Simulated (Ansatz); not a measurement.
P: strain and displacement

```yaml
crystal:
  lattice:
    - [4.27290, 0.00000, 0.00000]
    - [0.00000, 4.27290, 0.00000]
    - [0.00000, 0.00000, 4.37800]
  atoms:
    - { symbol: P, position: [0.00000, 0.00000, 0.00000] }
```

The geometry is COD entry 1534547, unchecked; take it as a test cell.

The calculation used DFT, PBEsol, all-electron LAPW, scalar-relativistic (Ansatz 0.2.0).

Settings: a Γ-centred 10×10×9 k mesh, Fermi–Dirac smearing of 0.08 eV, basis error target 0.25 meV/atom, no spin polarisation.

The unchanged cell is at -3.78 GPa.

In a metal, stresses and small energies carry noise from the k mesh.

x, y and z are the Cartesian axes of the cell as listed; fractional coordinates follow a strain, and an engineering shear is twice the off-diagonal strain component.

With equal xy, yz and zx engineering shear strains of -2 %: energy change under 1 meV/atom; stress change (xx, yy, zz, yz, xz, xy) 0.00, 0.00, 0.00, 0.07, 0.07, 0.08 GPa, compression positive.

(1) With this change (equal xy, yz and zx engineering shear strains of -1 %), what becomes of the energy and stress?

(2) With this change (equal xy, yz and zx engineering shear strains of +1 %), what becomes of the energy and stress?

(3) With this change (equal xy, yz and zx engineering shear strains of +2 %), what becomes of the energy and stress?

## Answers

(1) Energy change under 1 meV/atom; stress change (xx, yy, zz, yz, xz, xy) 0.00, 0.00, 0.00, 0.04, 0.04, 0.04 GPa, compression positive.

(2) Energy change under 1 meV/atom; stress change (xx, yy, zz, yz, xz, xy) 0.00, 0.00, 0.00, -0.04, -0.04, -0.04 GPa, compression positive.

(3) Energy change under 1 meV/atom; stress change (xx, yy, zz, yz, xz, xy) 0.00, 0.00, 0.00, -0.07, -0.07, -0.08 GPa, compression positive.
